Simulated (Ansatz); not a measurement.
Start from InN in the wurtzite structure (space group P6_3mc, No. 186; a = 3.537 Å, c = 5.714 Å). Axes: x lies along a and z along c of the hexagonal cell.

Structures relaxed with DFT with PBEsol, PAW potentials and a 420 eV plane-wave cutoff in Ansatz (a program for electronic structure), spin-orbit coupling left out.

Base:

Simulated powder pattern, Cu Kα, λ = 1.54184 Å (kinematic, ideal powder, no thermal factors, no anomalous dispersion; the 8 strongest lines at most, above 2 %, up to 2θ = 90°):

| 2θ (°) | I/Imax (%) | hkl |
|---|---|---|
| 29.15 | 35 | (100) |
| 31.31 | 32 | (002) |
| 33.19 | 100 | (101) |
| 43.31 | 19 | (102) |
| 51.69 | 26 | (110) |
| 56.93 | 28 | (103) |
| 61.69 | 26 | (112) |
| 62.82 | 16 | (201) |

After one change:

Simulated powder pattern, Cu Kα, λ = 1.54184 Å (kinematic, ideal powder, no thermal factors, no anomalous dispersion; the 8 strongest lines at most, above 2 %, up to 2θ = 90°):

```tsv
2θ (°)	I/Imax (%)
29.49	35
31.67	32
33.57	100
43.82	19
52.31	26
57.63	27
62.45	25
63.60	16
```

Question: Name the change that was made.
(A) biaxial strain −1.12 %, plane normal [001], relaxed out of plane
(B) isotropic strain −2.54 %
(C) isotropic strain −1.10 %
(D) isotropic strain −1.99 %

Answer: C, isotropic strain −1.10 %. Its volume per atom is 14.97 Å³ against 15.48 Å³, and its space group is P6_3mc (No. 186).

Whether these cells are dynamically stable was not tested. The final runs are not spin-polarised.
